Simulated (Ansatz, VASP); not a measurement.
Two plane-wave programs on Al3Pt

```
Al Pt
1.0
     4.45010    0.00000    0.00000
    -2.22505    3.85390    0.00000
     0.00000    0.00000    4.90595
Al Pt
3 1
Direct
  0.33333 0.66667 0.00000
  0.00000 0.00000 0.50000
  0.66667 0.33333 0.00000
  0.00000 0.00000 0.00000
```

Alike in both runs: functional PBE; k mesh 6 × 6 × 4; occupations gaussian, width 0.1 eV; no spin polarisation.

Ansatz relaxed the structure, and its values are those at the end. VASP's run is a single point on that final structure, the one shown.

|  | VASP | Ansatz |
| --- | --- | --- |
| version | VASP 6.6.1 | Ansatz 0.2.0 |
| potentials or method | VASP PAW PBE potentials, release 64 (Al, Pt) | scalar-relativistic, plane waves, PAW |
| plane-wave cutoff (eV) | 520 | 420 |
| valence electrons in the cell | 19 | 27 |

|  | VASP | Ansatz | Ansatz less VASP |
| --- | --- | --- | --- |
| gap on the k mesh at the Fermi level (eV) | none | none | - |
| pressure (GPa) | 0.0 | 0.1 | +0.12 |

A gap of «none» marks a metal or a gap that the smearing closes. The two sets of potentials don't hold the same shells in valence.

Spin-orbit coupling is left out, which matters for the levels of Pt.
